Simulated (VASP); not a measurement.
Runs of VASP 6.6.1 on AlRu. The structure is cubic, space group Pm-3m (No. 221). The conventional cell has a = 2.992 Å, b = 2.992 Å, c = 2.992 Å, α = 90.00°, β = 90.00°, γ = 90.00°. Around Ru (site symmetry m-3m) lie 8 Al at 2.59 Å. Al (site symmetry m-3m) is surrounded by 8 Ru at 2.59 Å. 

```csv
level,spin,k mesh,further INCAR settings,pressure (GPa)
SCAN,off,9 × 9 × 9,ALGO = Normal; EDIFF = 1e-06,-5.6
rSCAN,off,9 × 9 × 9,ALGO = Normal; EDIFF = 1e-06,(a)
SCAN,"SOC, no magnetisation",7 × 7 × 7,ALGO = Normal; EDIFF = 1e-06,-5.6
r2SCAN,"SOC, no magnetisation",7 × 7 × 7,ALGO = Normal; EDIFF = 1e-07,-1.8
```

Alike in all rows: task band structure; potentials or basis VASP PAW PBE potentials, release 64 (Ru_pv, Al); cell as given; cutoff (eV) 520; smearing fermi-dirac 0.05 eV.

Question: Fill in the values left out.

Answer: (a) -2.3.

Caveats: the PAW data sets were made with another functional, which shifts forces and pressure a little.
